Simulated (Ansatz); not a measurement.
Wanted: the native input for an Ansatz 0.2.0 run.

```yaml
Task: single point
Functional: PBEsol
Potentials_or_basis: all-electron LAPW, scalar-relativistic
Cutoff: 134 eV (chosen from the basis error)
Basis_error_allowed: 0.002 eV/atom
k_mesh: 5 × 5 × 4
Occupations: fermi-dirac, width 0.03 eV
Spin: no spin polarisation
```

The system is MgSi.

```
Si Mg
1.0
     1.50251   -5.42602    0.00000
     1.50251    5.42602    0.00000
     0.00000    0.00000    4.34018
Si Mg
2 2
Direct
  0.57064 0.42936 0.75000
  0.42936 0.57064 0.25000
  0.16838 0.83162 0.25000
  0.83162 0.16838 0.75000
```

The cell comes from a database or a generator and needn't be the stable form of this composition.

The input as run:

input.yaml

```yaml
crystal:
  lattice:
    - [1.502512, -5.426016, 0.0]
    - [1.502512, 5.426016, 0.0]
    - [0.0, 0.0, 4.340178]
  atoms:
    - { symbol: Si, position: [0.570638, 0.429362, 0.75] }
    - { symbol: Si, position: [0.429362, 0.570638, 0.25] }
    - { symbol: Mg, position: [0.168381, 0.831619, 0.25] }
    - { symbol: Mg, position: [0.831619, 0.168381, 0.75] }
kpoints:
  mp_grid: { grid: [5, 5, 4] }
scf:
  occupations: { method: fermi_dirac, width: 0.03 }
hamiltonian:
  xc: pbesol
  pseudopotentials: { kind: all_electron, lapw: { basis_error: 0.002 } }
output:
  forces: true
  stress: true
  eigenvalues: true
```

Potentials or basis: all-electron LAPW, scalar-relativistic.

Launch:

```sh
$ ansatz run input.yaml --threads 2 --pin off --max-ram 8192MiB --backend cpu --events-out ev --progress --plain --runs-dir out
```

Results of the run:

- Pressure: -1.2 GPa
- Largest force: 0.188 eV/Å
- Band gap on the k mesh: none (metal or under the smearing width)

Caveat: the k mesh is coarse (spacing up to 0.43 Å⁻¹), so the values aren't converged; the k mesh is thin for a metal, which can move the energy by tens of meV per atom.

Run time: 2.9 s on 2 threads of Arm Neoverse V2, on a shared host, peak memory 0.26 GiB.
